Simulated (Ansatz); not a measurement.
Zr:

```
CELL_PARAMETERS angstrom
3.23200 0.00000 0.00000
-1.61600 2.79899 0.00000
0.00000 0.00000 5.14700
ATOMIC_POSITIONS crystal
Zr 0.66667 0.33333 0.75000
Zr 0.33333 0.66667 0.25000
```

```yaml
Program: Ansatz 0.2.0
Task: relaxation of cell and atoms
Functional: LDA
Potentials_or_basis: Ansatz PAW polarizable
Cutoff: 420 eV
Density_cutoff: 1680 eV
k_mesh: 8 × 8 × 5
Occupations: fermi-dirac, width 0.05 eV
Spin: no spin polarisation
```

At the start: pressure -6.0 GPa; volume 23.28 Å³/atom.

Q: How do energy, volume and symmetry change on relaxing?

A: Over 7 steps the energy falls by 29.5 meV/atom and the volume is 21.82 Å³/atom (-6.3 %); space group P6_3/mmc (No. 194, to 0.05 Å).

The path:
| step | energy change (eV) | largest force (eV/Å) | pressure (GPa) | volume (Å³) |
| --- | --- | --- | --- | --- |
| 1 | 0.0000 | 0.0000 | -5.96 | 46.56 |
| 2 | -0.0278 | 0.0000 | -4.34 | 45.71 |
| 3 | -0.0569 | 0.0000 | 0.21 | 43.60 |
| 4 | -0.0572 | 0.0000 | 0.07 | 43.65 |
| 5 | -0.0586 | 0.0000 | -0.30 | 43.77 |
| 6 | -0.0589 | 0.0000 | -0.18 | 43.71 |
| 7 | -0.0590 | 0.0000 | -0.03 | 43.64 |

Final structure:
```
CELL_PARAMETERS angstrom
3.13971 0.00000 0.00000
-1.56985 2.71907 0.00000
0.00000 0.00000 5.11134
ATOMIC_POSITIONS crystal
Zr 0.66667 0.33333 0.75000
Zr 0.33333 0.66667 0.25000
```
